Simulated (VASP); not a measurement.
From an Ansatz input to VASP: Ge (lonsdaleite (2H))

Ansatz input

```yaml
crystal:
  lattice:
    - [3.9976152111, 0.0, 0.0]
    - [-1.9988076055, 3.4620363274, 0.0]
    - [0.0, 0.0, 6.5928195154]
  atoms:
    - { symbol: Ge, position: [0.3333333333, 0.6666666667, 0.000369599] }
    - { symbol: Ge, position: [0.6666666667, 0.3333333333, 0.500369599] }
    - { symbol: Ge, position: [0.3333333333, 0.6666666667, 0.374630401] }
    - { symbol: Ge, position: [0.6666666667, 0.3333333333, 0.874630401] }
kpoints:
  mp_grid: { grid: [12, 12, 4] }
  band_path:
    path:
      - [0.0, 0.0, 0.0]
      - [0.5, 0.0, 0.0]
      - [0.3333333333, 0.3333333333, 0.0]
      - [0.0, 0.0, 0.5]
      - [0.5, 0.0, 0.5]
      - [0.3333333333, 0.3333333333, 0.5]
      - [0.0, 0.0, -0.019002]
      - [-0.000977, 0.0, 0.144531]
    npoints: 1
hamiltonian:
  xc: pbe
scf:
  occupations: { method: fermi_dirac, width: 0.02 }
  n_extra_bands: 5
output:
  forces: true
  stress: true
  eigenvalues: true
```

Problem. Translate this input to VASP.

Solution. 

INCAR

```
LELF = .TRUE.
LREAL = .FALSE.
NBANDS = 36
LCHARG = .TRUE.
ISIF = 2
PREC = Accurate
IBRION = -1
GGA = PE
LWAVE = .FALSE.
NSW = 0
ENCUT = 520
SIGMA = 0.02
ISMEAR = -1
NELM = 120
LASPH = .TRUE.
EDIFF = 1E-7
```

KPOINTS

```
KPOINTS created by Atomic Simulation Environment
0
Gamma
12 12 4
0 0 0
```

KPOINTS_OPT

```
special points
8
Reciprocal
0.0000000000 0.0000000000 0.0000000000 1
0.5000000000 0.0000000000 0.0000000000 1
0.3333333333 0.3333333333 0.0000000000 1
0.0000000000 0.0000000000 0.5000000000 1
0.5000000000 0.0000000000 0.5000000000 1
0.3333333333 0.3333333333 0.5000000000 1
0.0000000000 0.0000000000 -0.0190020000 1
-0.0009770000 0.0000000000 0.1445310000 1
```

POSCAR

```
Ge
 1.0000000000000000
     3.9976152111465870   -0.0000000000284351    0.0000000000000000
    -1.9988076055486681    3.4620363274222541    0.0000000000000000
     0.0000000000000000    0.0000000000000000    6.5928195153507314
 Ge
   4
Cartesian
  0.0000000000164172  2.3080242182720241  0.0024366997161867
  1.9988076055815016  1.1540121091217945  3.2988464573915528
  0.0000000000164172  2.3080242182720241  2.4698706185403378
  1.9988076055815016  1.1540121091217945  5.7662803762157040
```

VASP ran with the recommended PBE PAW datasets (56 valence electrons in the cell). Other inputs would serve too.

The two codes use different PAW datasets and cutoffs. VASP's cell holds 56 valence electrons and Ansatz's 56. Ansatz's stress includes a Pulay correction; VASP's doesn't.
